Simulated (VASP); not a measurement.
BaTe, 2 atoms in the cell. It takes space group I4/mmm (No. 139, tetragonal). Conventional cell: a = 4.996 Å, b = 4.996 Å, c = 7.166 Å, α = 90.00°, β = 90.00°, γ = 90.00°. Ba (site symmetry 4/mmm) has 6 Te at 3.53 to 3.58 Å as nearest neighbours. Around Te (site symmetry 4/mmm) lie 6 Ba at 3.53 to 3.58 Å. The cell was built by a generator and needn't be a form met in nature. The cell isn't the ideal one: uniaxial_z strain +1.4%.

```yaml
Program: VASP 6.6.1
Task: single point
Functional: HSE06
Potentials_or_basis: VASP PAW PBE potentials, release 64 (Ba_sv, Te)
Cutoff: 520 eV
k_mesh: 4 × 4 × 4
Occupations: gaussian, width 0.01 eV
Spin: no spin polarisation
Dipole_correction: no
Exchange_at_q_=_0: truncated
Grid_for_exact_exchange_PRECFOCK: Normal
Screening_parameter: 0.2079 1/A
Further_INCAR_settings: ALGO = Normal; EDIFF = 1e-06; NBANDS = 15
```

Potentials or basis: VASP PAW PBE potentials, release 64 (Ba_sv, Te).

Launch:

```bash
$ cat potpaw_PBE.64/Ba_sv/POTCAR potpaw_PBE.64/Te/POTCAR > POTCAR
$ cp INCAR.step1 INCAR
$ mpirun -np 1 vasp_std > vasp.out
$ cp INCAR.step2 INCAR
$ mpirun -np 1 vasp_std > vasp.out
```

Hardware: 1 thread of Intel(R) Xeon(R) 6975P-C (Granite Rapids), on a shared host.

Problem. How long does it take, and how much memory?

Solution. Wall time 9.9 min on 1 thread of Intel(R) Xeon(R) 6975P-C (Granite Rapids), on a shared host, peak memory 0.36 GiB. Counts: scf iterations 9, k points 13.
